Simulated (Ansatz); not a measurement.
ZnS under changes of volume

One of the cells (19.727 Å³/atom); the others are scaled copies at fixed shape and fractional positions:

```
CELL_PARAMETERS angstrom
0.00000 2.70200 2.70200
2.70200 0.00000 2.70200
2.70200 2.70200 0.00000
ATOMIC_POSITIONS crystal
Zn 0.75000 0.75000 0.75000
S 0.00000 0.00000 0.00000
```

| Item | Value |
| --- | --- |
| Program | Ansatz 0.2.0 |
| Functional | r2SCAN |
| Dispersion | D3(BJ) |
| Potentials or basis | Ansatz PAW |
| Cutoff | 500 eV (not typed: the program's choice for these potentials) |
| k mesh | 9 × 9 × 9 |
| Occupations | fermi-dirac, width 0.05 eV |
| Spin | no spin polarisation |

```tsv
volume (Å³/atom)	energy over the lowest point (meV/atom)	pressure (GPa)	gap on the mesh (eV)
18.543	?	?	?
18.938	1.42	1.5	2.85
19.332	0.00	-0.3	2.76
19.727	2.62	-1.8	2.66
20.121	8.87	-3.2	2.57
20.516	18.37	-4.5	2.49
20.910	30.77	-5.6	2.40
```

What does the run at 18.543 Å³/atom give?

Energy over the lowest point 7.34 meV/atom; pressure 3.4 GPa; gap on the mesh 2.95 eV.

Worked out: A Birch-Murnaghan fit of order 3 (a polynomial in V^(-2/3)) to the other rows has its minimum at 19.27 Å³/atom with B0 = V·E''(V) = 82 GPa and B' = 4.4. It gives 7.37 meV/atom at 18.543 Å³/atom, against the run's 7.34, and -dE/dV = 3.4 GPa, against 3.4. A straight line through the other rows of the gap, of slope -4.54 eV per unit of ln V (its deformation potential), extrapolates to 2.95 eV, against the run's 2.95.

Energies are extrapolated to zero smearing.

Caveats: odd divisions of the mesh miss points on the zone boundary, where band edges often lie, so the gap on the mesh can be too wide; the PAW data sets come from PBE, with cores solved anew for the run's functional, which leaves a small shift of forces and pressure; the dispersion damping was fitted for another functional or another form of the correction.
